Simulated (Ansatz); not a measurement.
ZnF2: do energies and stresses tell the same story?

All numbers below come from Ansatz, DFT PBE, scalar-relativistic, plane waves, PAW.

Cutoff 420 eV; k points 6×6×8 on the computed 6-atom cell (Γ-centred); Gaussian smearing, width 0.02 eV; no spin polarisation.

Relaxed cell: P4_2/mnm, a = 4.800 Å, b = 4.800 Å, c = 3.175 Å, α = 90.00°, β = 90.00°, γ = 90.00°, 6 atoms in the primitive cell.

Energies at zero smearing and pressures from the stress tensor, at volumes with shape and atoms relaxed:
```json
{"V (Å³/atom)": "10.731", "E − E(first) (meV/atom)": "0.00", "P (GPa)": "16.86"}
{"V (Å³/atom)": "11.097", "E − E(first) (meV/atom)": "-32.15", "P (GPa)": "11.46"}
{"V (Å³/atom)": "11.462", "E − E(first) (meV/atom)": "-52.92", "P (GPa)": "6.93"}
{"V (Å³/atom)": "11.828", "E − E(first) (meV/atom)": "-64.37", "P (GPa)": "3.16"}
{"V (Å³/atom)": "12.194", "E − E(first) (meV/atom)": "-67.84", "P (GPa)": "0.02"}
{"V (Å³/atom)": "12.560", "E − E(first) (meV/atom)": "-64.92", "P (GPa)": "-2.50"}
{"V (Å³/atom)": "12.926", "E − E(first) (meV/atom)": "-57.06", "P (GPa)": "-4.39"}
{"V (Å³/atom)": "13.413", "E − E(first) (meV/atom)": "-41.29", "P (GPa)": "-5.82"}
```

Task: Check P = −dE/dV between neighbouring volumes, and get the bulk modulus from the pressures alone.

Result: With 1 eV/Å³ = 160.2 GPa:
```json
{"middle V (Å³/atom)": "10.914", "−ΔE/ΔV (GPa)": "14.080", "mean P (GPa)": "14.158"}
{"middle V (Å³/atom)": "11.280", "−ΔE/ΔV (GPa)": "9.098", "mean P (GPa)": "9.197"}
{"middle V (Å³/atom)": "11.645", "−ΔE/ΔV (GPa)": "5.015", "mean P (GPa)": "5.047"}
{"middle V (Å³/atom)": "12.011", "−ΔE/ΔV (GPa)": "1.521", "mean P (GPa)": "1.592"}
{"middle V (Å³/atom)": "12.377", "−ΔE/ΔV (GPa)": "-1.280", "mean P (GPa)": "-1.238"}
{"middle V (Å³/atom)": "12.743", "−ΔE/ΔV (GPa)": "-3.442", "mean P (GPa)": "-3.445"}
{"middle V (Å³/atom)": "13.170", "−ΔE/ΔV (GPa)": "-5.182", "mean P (GPa)": "-5.106"}
```

The two differ by 0.10 GPa at most. The mean of two end pressures misses the average over a step by about ΔV² P″/12, up to 0.11 GPa here; with that taken off 0.06 GPa remains, from the finite cutoff, the mesh or the relaxation's tolerance. Around V = 12.194 Å³/atom, the two neighbours give B = −V ΔP/ΔV = 12.194 × 5.66 / 0.732 = 94.3 GPa, against B0 = 89.3 GPa from the Birch–Murnaghan fit of the energies.